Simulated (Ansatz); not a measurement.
Runs of Ansatz 0.2.0 on K. Symmetry: Fm-3m, No. 225, cubic system. Conventional cell: a = 6.784 Å, b = 6.784 Å, c = 6.784 Å, α = 90.00°, β = 90.00°, γ = 90.00°. This isn't the form of K at room conditions, which is bcc.

| task | level | potentials or basis | spin | k mesh | cutoff (eV) | smearing | driver | gap on the mesh (eV) | pressure (GPa) |
| --- | --- | --- | --- | --- | --- | --- | --- | --- | --- |
| single point | r2SCAN+D4 | SSSP precision PAW | off | 7 × 7 × 7 | 816 | tetrahedron | chain | none | (a) |
| electron localisation function | r2SCAN0+D3(BJ) | JTH PAW | off | 5 × 5 × 5 | 690 | methfessel-paxton 0.15 eV | - | none | - |
| single point | RPBE | JTH PAW LDA | collinear, random start | 7 × 7 × 7 | 690 | cold 0.05 eV | - | none | 0.1 |
| electron localisation function | B3LYP | PseudoDojo standard | off | 5 × 5 × 5 | 1007 | methfessel-paxton 0.01 eV | chain | none | - |

Alike in all rows: cell as given.

Estimate the missing entries.

(a) -0.1.

Caveats: pairwise dispersion overbinds metals, which lowers pressure and volume (some runs); the potentials were made for another functional, which shifts forces and pressure (some runs); the PAW data sets were made with another functional, which shifts forces and pressure a little (some runs).

A k mesh can miss the band edges.

A gap of «none» marks a metal or a gap under the smearing width.

Not every run made on this cell is shown here.
